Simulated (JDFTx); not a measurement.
**TaS2 in JDFTx: convergence with cutoff**

Input of the first run (cutoff 326.537 eV); the others differ in this setting and in those tied to it:

The input TaS2.in:

```
lattice \
    6.3305825175    -3.1652912587     0.0000000000 \
    0.0000000000     5.4824452809     0.0000000000 \
    0.0000000000     0.0000000000    11.0737950903
coords-type Cartesian
ion Ta     0.0000000000     0.0000000000     0.0000000000 1
ion S      3.1652912591     1.8274817601     8.3053463177 1
ion S     -0.0000000003     3.6549635208     2.7684487726 1

ion-species pseudo/Ta.upf
ion-species pseudo/S.upf
elec-cutoff 12 96
elec-ex-corr gga-PBE
kpoint-folding 9 9 5
elec-smearing Fermi 0.0018374661
elec-n-bands 19
electronic-SCF nIterations 100 energyDiffThreshold 1e-09
electronic-minimize nIterations 30 energyDiffThreshold 1e-7
converge-empty-states yes
forces-output-coords Cartesian

dump-name run.$VAR
dump End Ecomponents EigStats BandEigs Kpoints Forces Stress
```

Potentials or basis: PseudoDojo-SR-PBE-0.4.1-standard.

Run with:

```console
$ jdftx -c 1 -i TaS2.in -o TaS2.out
```

Hardware: 1 thread of Arm Neoverse V1, with other jobs on the host.

```csv
cutoff,"energy less the tightest run, at zero smearing (meV/atom)",pressure (GPa),largest force (eV/Å),SCF cycles,CPU time (s),peak memory (GiB)
326.537 eV,1052.22,-13.26,1.299,14,32,0.08
380.959 eV,539.64,-5.49,1.255,14,56,0.1
462.594 eV,169.89,2.29,1.240,15,73,0.13
544.228 eV,42.20,6.63,1.218,15,100,0.15
625.862 eV,7.65,8.42,1.218,16,110,0.18
707.496 eV,1.04,8.95,1.218,16,120,0.21
789.13 eV,0.31,9.04,1.218,16,140,0.24
897.976 eV,0.16,9.04,1.217,15,210,0.29
1061.24 eV,0.00,9.04,1.217,16,250,0.36
```

Against the tightest run, the energy stays within 1 meV/atom from 789.13 eV on; the pressure stays within 0.1 GPa from 707.496 eV on; the largest force stays within 0.005 eV/Å from 544.228 eV on. The tightest run that finished is the yardstick and may itself not be fully converged.

Caveat, for the tightest run too: this functional lacks dispersion, which binds the layers, so the pressure and a relaxed spacing across them are unreliable; forces of over 1 eV/Å show positions far from the minimum, so gaps and moduli don't describe the material at rest. The run has no spin-orbit coupling, so splittings on Ta are missing.
